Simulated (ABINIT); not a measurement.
## ZnSe (Stilleite): G0W0 in ABINIT against the screening cutoff in the self-energy

Wanted: the cheapest screening cutoff in the self-energy that holds the gap of ZnSe (Stilleite).

Program: ABINIT 10.8.3. Level of theory: PBE and many-body steps on it, plane waves. Results are calculated unless marked as measured.

This is a report of a sequence of runs, with most program output left out.

**1. Set-up**

It takes space group F-43m (No. 216, cubic). The conventional cell has a = 5.668 Å, b = 5.668 Å, c = 5.668 Å, α = 90.00°, β = 90.00°, γ = 90.00°. Nearest to Zn lie 4 Se at 2.45 Å. Se has 4 Zn at 2.45 Å nearest. Farther neighbours and most contacts between anions are not listed.

The cell and positions come from the Crystallography Open Database and are kept as given unless a step says otherwise.

**2. Screening, 4×4×4 mesh, 310 bands, screening to 272.1 eV**

This step: ABINIT 10.8.3; RPA screening on PBE, plane waves, norm-conserving pseudopotentials.

The RPA dielectric matrix is built and inverted for each q.

run.abi reads:

```
acell 3*1.0 Angstrom
rprim 
  -0.000000000000 2.833800000000 2.833800000000
  2.833800000000 0.000000000000 2.833800000000
  2.833800000000 2.833800000000 -0.000000000000
ntypat 2
znucl 30 34
natom 2
typat 1 2
xred 
  0.000000000000 0.000000000000 0.000000000000
  0.250000000000 0.250000000000 0.250000000000
pp_dirpath "pseudos"
pseudos "Zn.upf, Se.upf"
ecut 39
ngkpt 4 4 4
nshiftk 1
shiftk 0 0 0
kptopt 1
chksymbreak 0
istwfk *1
occopt 1
irdwfk 1
optdriver 3
nband 310
ecuteps 10
inclvkb 2
awtr 1
symchi 1
indata_prefix "in"
outdata_prefix "out"
tmpdata_prefix "tmp"
```

On the command line:

```console
$ OMP_NUM_THREADS=1 mpirun -n 8 abinit run.abi > log
```

Wall time 89 s (8 MPI ranks of Intel Xeon Platinum 8488C (Sapphire Rapids), shared host); peak memory 2.9 GiB.

This step gave:

- ε∞ with local fields, on this mesh, along the program's q direction: 14.07
- the same without local fields: 15.02
- plasma frequency: 33.02 eV
- plane waves in the screening matrix: 459

Local fields lower ε∞ by 6 %. On a Γ-centred mesh this coarse the value itself is usually too large, while a short band sum pulls it down.

**3. 1 Ha**

This step: G0W0 on PBE, plane waves, norm-conserving pseudopotentials.

run.abi: that of step 2 with these lines changed.

```diff
@@ -23,8 +23,15 @@
 irdwfk 1
-optdriver 3
+optdriver 4
 nband 310
-ecuteps 10
-inclvkb 2
-awtr 1
-symchi 1
+gwcalctyp 0
+ecutsigx 39
+symsigma 1
+nkptgw 1
+kptgw 
+  0.0000000000 0.0000000000 0.0000000000
+bdgw 
+  16 22
+ecuteps 1
+irdscr 1
+ppmodel 1
 indata_prefix "in"
```

Wall time 3.2 s (8 MPI ranks); peak memory 1.3 GiB; 24 s of CPU time.

Numbers from this step:

- G0W0 gap on the points computed: 2.599 eV
- starting gap on the mesh: 1.288 eV
- k of the valence top: 0, 0, 0
- k of the conduction bottom: 0, 0, 0
- Z at the valence top: 0.822
- Z at the conduction bottom: 0.83
- least direct G0W0 gap on the computed points: 2.599 eV

**4. 2 Ha**

run.abi: that of step 3 with these lines changed.

```diff
@@ -33,3 +33,3 @@
   16 22
-ecuteps 1
+ecuteps 2
 irdscr 1
```

Elapsed: 3.3 s, on 8 MPI ranks; peak memory 1.3 GiB; 24 s of CPU time.

This step gave:

- G0W0 gap on the points computed: 2.513 eV
- starting gap on the mesh: 1.288 eV
- k of the valence top: 0, 0, 0
- k of the conduction bottom: 0, 0, 0
- Z at the valence top: 0.809
- Z at the conduction bottom: 0.82
- least direct G0W0 gap on the computed points: 2.513 eV

**5. 3.5 Ha**

The self-energy is evaluated for the states that the input lists, and the levels follow from it, in one-shot runs by the linearised quasiparticle equation.

run.abi: that of step 4 with these lines changed.

```diff
@@ -33,3 +33,3 @@
   16 22
-ecuteps 2
+ecuteps 3.5
 irdscr 1
```

Wall time 4.5 s (8 MPI ranks); peak memory 1.3 GiB.

Numbers from this step:

* G0W0 gap on the points computed: 2.501 eV
* starting gap on the mesh: 1.288 eV
* k of the valence top: 0, 0, 0
* k of the conduction bottom: 0, 0, 0
* least direct G0W0 gap on the computed points: 2.501 eV

The gap on the mesh goes from 1.29 eV to 2.50 eV, a correction of +1.21 eV.

**6. 5 Ha**

run.abi: that of step 5 with these lines changed.

```diff
@@ -33,3 +33,3 @@
   16 22
-ecuteps 3.5
+ecuteps 5
 irdscr 1
```

It took 5.7 s on 8 MPI ranks; peak memory 1.3 GiB.

Numbers from this step:

```
G0W0 gap on the points computed              : 2.502 eV
starting gap on the mesh                     : 1.288 eV
k of the valence top                         : 0, 0, 0
k of the conduction bottom                   : 0, 0, 0
least direct G0W0 gap on the computed points : 2.502 eV
```

Against the run before, the gap moves by +0.001 eV.

**7. 7.5 Ha**

run.abi: that of step 6 with these lines changed.

```diff
@@ -33,3 +33,3 @@
   16 22
-ecuteps 5
+ecuteps 7.5
 irdscr 1
```

It took 11 s on 8 MPI ranks; peak memory 2.3 GiB; 85 s of CPU time.

Numbers from this step:

| Quantity | Value |
| --- | --- |
| G0W0 gap on the points computed | 2.504 eV |
| starting gap on the mesh | 1.288 eV |
| k of the valence top | 0, 0, 0 |
| k of the conduction bottom | 0, 0, 0 |
| least direct G0W0 gap on the computed points | 2.504 eV |

Against the run before, the gap moves by +0.002 eV.

**8. 10 Ha**

run.abi: that of step 7 with these lines changed.

```diff
@@ -33,3 +33,3 @@
   16 22
-ecuteps 7.5
+ecuteps 10
 irdscr 1
```

It took 20 s on 8 MPI ranks; peak memory 2.9 GiB.

This step gave:

| Item | Value |
| --- | --- |
| G0W0 gap on the points computed | 2.504 eV |
| starting gap on the mesh | 1.288 eV |
| k of the valence top | 0, 0, 0 |
| k of the conduction bottom | 0, 0, 0 |
| least direct G0W0 gap on the computed points | 2.504 eV |

Against the run before, the gap moves by +0.000 eV.

**9. The runs together**

Times are wall times on 8 MPI ranks of Intel Xeon Platinum 8488C (Sapphire Rapids), shared host, good to a factor of about two. A run's time includes the screening step that it read.

| run | mesh | bands | screening cutoff (eV) | DFT gap (eV) | gap on the mesh (eV) | direct (eV) | ε∞ used | time |
| --- | --- | --- | --- | --- | --- | --- | --- | --- |
| 1 Ha | 4×4×4 | 310 | 27.2 | 1.288 | 2.599 | 2.599 | 14.07 | 92 s |
| 2 Ha | 4×4×4 | 310 | 54.4 | 1.288 | 2.513 | 2.513 | 14.07 | 92 s |
| 3.5 Ha | 4×4×4 | 310 | 95.2 | 1.288 | 2.501 | 2.501 | 14.07 | 93 s |
| 5 Ha | 4×4×4 | 310 | 136.1 | 1.288 | 2.502 | 2.502 | 14.07 | 95 s |
| 7.5 Ha | 4×4×4 | 310 | 204.1 | 1.288 | 2.504 | 2.504 | 14.07 | 100 s |
| 10 Ha | 4×4×4 | 310 | 272.1 | 1.288 | 2.504 | 2.504 | 14.07 | 1.8 min |

**10. What came out**

```yaml
1_ha: 2.599 eV
2_ha: 2.513 eV
3p5_ha: 2.501 eV
5_ha: 2.502 eV
7p5_ha: 2.504 eV
10_ha: 2.504 eV
known_limits: not at the basis limit; exchange with frozen shells missing; no spin-orbit coupling; coarse k mesh
```

**Reading.** The setting moved: screening cutoff in the self-energy. From 1 Ha to 10 Ha the gap moves by −0.10 eV. It holds to 0.03 eV from 2 Ha on. Bands and screening cutoff are coupled, so a series along one setting does not show full convergence. Bands and cutoff are finite, so the gap is not at the basis limit. The miss can reach some tenths of an eV and take either sign; the mesh is an error of its own. In the G0W0 runs levels were corrected at 1 k point alone, so a gap called «on the mesh» is the least over those, and an edge elsewhere would be missed. The 4×4×4 mesh is coarse for this cell, which bears on the long-range parts of exchange and screening. The norm-conserving file of at least one element keeps a d shell over frozen s and p shells of the same row. Exchange with those shells is missing from the self-energy, an error of 0.3 to 0.9 eV in cases checked, whose sign depends on which edge lies on those atoms. The many-body steps are scalar-relativistic: spin-orbit coupling is not in them.

[Paths, hosts, dates, memory and timing lines, banners, echoed tables and standing remarks are left out of the program output.]

[Logs are printed without paths, hosts, clocks, repeated set-up lines and the standing remarks that a program may print on its own settings, such as how far it seeks lower states.]

[Runs of the session that timed out or met a known fault of the program may be left out.]

[Hosts, paths, dates, database ids (printed as entryN), source tags and the programs' standing remarks are cut or masked in the printed files.]

[G0W0 gaps are taken among the corrected bands and points alone; a level outside them can change the order at an edge.]

[Where Ansatz stands beside ABINIT at settings called matched, ABINIT's density can come from a denser mesh and the files from another edition; pairs whose starting gaps differed by over 0.03 eV were left out, so agreement reads better than it is.]
